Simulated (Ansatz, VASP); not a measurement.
BN in VASP and in Ansatz

Contents of INCAR:

```
SYSTEM = BN
ALGO = Fast
DIPOL = 0.5 0.5 0.500
EDIFF = 1E-7
ENCUT = 520
GGA = PE
IDIPOL = 3
ISIF = 2
ISMEAR = 0
IVDW = 12
LASPH = .TRUE.
LCHARG = .FALSE.
LDIPOL = .TRUE.
LREAL = .FALSE.
LWAVE = .FALSE.
NBANDS = 11
NELM = 60
PREC = Accurate
SIGMA = 0.02
```

Contents of KPOINTS:

```
k-points
0
G
  12 12 1
  0 0 0
```

Contents of POSCAR:

```
BN
1.0
    2.3830000000      0.0000000000      0.0000000000
   -1.1915000000      2.0637385372      0.0000000000
    0.0000000000      0.0000000000     26.0000000000
B N
1 1
Direct
    0.0000000000      0.0000000000      0.5082500000
    0.6666666667      0.3333333333      0.4917500000
```

Input for Ansatz:

```yaml
crystal:
  lattice:
    - [2.383, 0.0, 0.0]
    - [-1.1915, 2.0637385372, 0.0]
    - [0.0, 0.0, 26.0]
  atoms:
    - { symbol: B, position: [0.0, 0.0, 0.50825] }
    - { symbol: "N", position: [0.6666666667, 0.3333333333, 0.49175] }
  periodic: [true, true, false]
basis:
  ecutwfc: 420
kpoints:
  mp_grid: { grid: [12, 12, 1] }
hamiltonian:
  xc: pbe
  dispersion: d3bj
scf:
  occupations: { method: gaussian, width: 0.02 }
output:
  forces: true
  stress: true
  eigenvalues: true
```

Alike in both runs: task single point; functional PBE; dispersion D3(BJ); k mesh 12 × 12 × 1; occupations gaussian, width 0.02 eV; no spin polarisation.

```csv
,VASP,Ansatz
version,VASP 6.6.1,Ansatz 0.2.0
potentials or method,"VASP PAW PBE potentials, release 64 (B, N)","scalar-relativistic, plane waves, PAW"
plane-wave cutoff (eV),520,420
valence electrons in the cell,8,8
```

Ansatz gave:

* gap on the k mesh at the Fermi level (eV): 2.24
* least direct gap on the mesh (eV): 2.24
* rms of the force components (eV/Å): 3.463

Problem. Which values does VASP return?

Solution. gap on the k mesh at the Fermi level (eV): 2.24; least direct gap on the mesh (eV): 2.24; rms of the force components (eV/Å): 3.462.

Atom by atom the forces differ by 0.001 eV/Å (rms over components).

A hybrid or GW would open this gap; PBE tends to underestimate it.
